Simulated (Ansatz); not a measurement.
**What a trial cell of Fe relaxes into**

All numbers below come from DFT PBE, scalar-relativistic, plane waves, PAW in Ansatz 0.2.0. Cutoff 420 eV, Γ-centred k mesh, Gaussian smearing, no spin polarisation in the final step.

Fe was placed on the graphite structure type (P6_3/mmc, No. 194), at a guessed volume.

```
Fe
1.0
     2.77854    0.00000    0.00000
    -1.38927    2.40628    0.00000
     0.00000    0.00000    7.56756
Fe
4
Cartesian
  0.0000 0.0000 1.8919
  0.0000 0.0000 5.6757
  0.0000 1.6042 5.6757
  1.3893 0.8021 1.8919
```

Cell and atoms relax at zero pressure; the relaxation can't lower the symmetry of the start. After a coarse first stage the cell is made exact in the group found at 0.06 Å.

Energies count from the standard state of Fe at the same level.

(1) Which crystal results?

(2) What are its volume, energy, density and gap?

## Answers

(1) It keeps P6_3/mmc (No. 194), but not the shape of the type it started on. Conventional cell: a = 3.727 Å, c = 4.239 Å. Fe on Wyckoff site b (2 atoms of the primitive cell) is coordinated by 5 Fe at 2.12–2.15 Å; around Fe on Wyckoff site d (2 atoms of the primitive cell) lie 3 Fe at 2.15 Å.

```cif
data_structure
_symmetry_space_group_name_H-M 'P6_3/mmc'
_symmetry_Int_Tables_number 194
_cell_length_a 3.7270
_cell_length_b 3.7270
_cell_length_c 4.2393
_cell_angle_alpha 90.000
_cell_angle_beta 90.000
_cell_angle_gamma 120.000
_cell_volume 51.00
loop_
_atom_site_label
_atom_site_type_symbol
_atom_site_symmetry_multiplicity
_atom_site_Wyckoff_symbol
_atom_site_fract_x
_atom_site_fract_y
_atom_site_fract_z
_atom_site_occupancy
Fe1 Fe 2 b 0.00000 0.00000 0.25000 1
Fe2 Fe 2 d 0.33333 0.66667 0.75000 1
```

(2) The volume per atom is 12.75 Å³ and the density is 7.27 g/cm³. The energy over the standard structure is 1.19 eV/atom and the gap on the 15×15×12 mesh is 0 eV (a metal).

The final run used a 15×15×12 mesh on its 4-atom cell and 0.10 eV smearing. The k mesh leaves about 4 meV/atom of noise in metals. A structure relaxed within its symmetry needn't be a true minimum.